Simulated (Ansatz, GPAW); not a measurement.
CuI: programs and potentials compared

```
CELL_PARAMETERS angstrom
0.00000 3.03150 3.03150
3.03150 0.00000 3.03150
3.03150 3.03150 0.00000
ATOMIC_POSITIONS crystal
I 0.00000 0.00000 0.00000
Cu 0.75000 0.75000 0.75000
```

Alike in all runs: task band structure; functional revPBE; k mesh 8 × 8 × 8; occupations fermi-dirac, width 0.05 eV; no spin polarisation; no spin-orbit coupling. Pressure is positive in compression and, in plane waves, holds the error of the finite cutoff, which Ansatz's Pulay term estimates and takes out. Gaps are the smaller of the mesh's and the band path's.

```csv
program and potentials,plane-wave cutoff (eV),notes,band gap (eV),pressure (GPa)
"Ansatz, Ansatz PAW",420,"potentials made for PBE, which Ansatz adapts in part; 18 valence electrons an atom on average; Pulay term of +0.05 GPa included",1.22,1.81
"Ansatz, all-electron LAPW, scalar-relativistic",-,-,?,?
"GPAW, the program's PAW data sets (release 1.2.1) made for this functional",600,9 valence electrons an atom on average,1.24,2.44
```

Question: Estimate from the other rows what the run with Ansatz, all-electron LAPW, scalar-relativistic gave.

Answer: Band gap 1.22 eV; pressure 1.82 GPa. The other rows, which needn't bracket it: band gap 1.22 to 1.24; pressure 1.81 to 2.44.
